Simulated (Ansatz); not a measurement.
SrTe: electron density at the nuclei under pressure

```
Sr Te
1.0
     0.00000    3.35918    3.35918
     3.35918    0.00000    3.35918
     3.35918    3.35918    0.00000
Sr Te
1 1
Direct
  0.00000 0.00000 0.00000
  0.50000 0.50000 0.50000
```

Atoms are numbered in the order listed.

The structure comes from a relaxation in the same program, started in the rocksalt type, and has space group Fm-3m. Whether it is a known phase or the ground state wasn't checked.

No spin–orbit coupling, which matters for the heavy atoms here.

Computed with DFT, PBE, all-electron PAW with datasets made for the crystal, scalar-relativistic (Ansatz 0.2.0).

The runs use a Γ-centred 11×11×11 k mesh, Fermi–Dirac smearing of 0.03 eV, cutoff 240 eV (chosen by the program for this cell), no spin polarisation.

The contact density is the mean electron density over the nuclear volume; its changes set Mössbauer isomer shifts. Changes below are taken from the unscaled cell, where it is 401136 e/Å³ at Sr1, 1.46854e+06 e/Å³ at Te2.

```
V/V(cell)  P (GPa)  Δρ(0) Sr1 (e/Å³)  Δρ(0) Te2 (e/Å³)
   0.9500      1.9              0.38                 ?
   1.0000      0.0              0.00              0.00
   1.0500     -1.4                 ?                 ?
```

Question: What belongs in the row "1.0500", column "Δρ(0) Te2 (e/Å³)"?

Answer: 1.24.

Question: What belongs in the row "0.9500", column "Δρ(0) Te2 (e/Å³)"?

Answer: -1.09.

Question: Fill in "Δρ(0) Sr1 (e/Å³)" for the row "1.0500".

Answer: -0.33.

The datasets are made afresh for each cell, so very small changes are uncertain. Scalar relativity leaves out the p1/2 density at heavy nuclei.
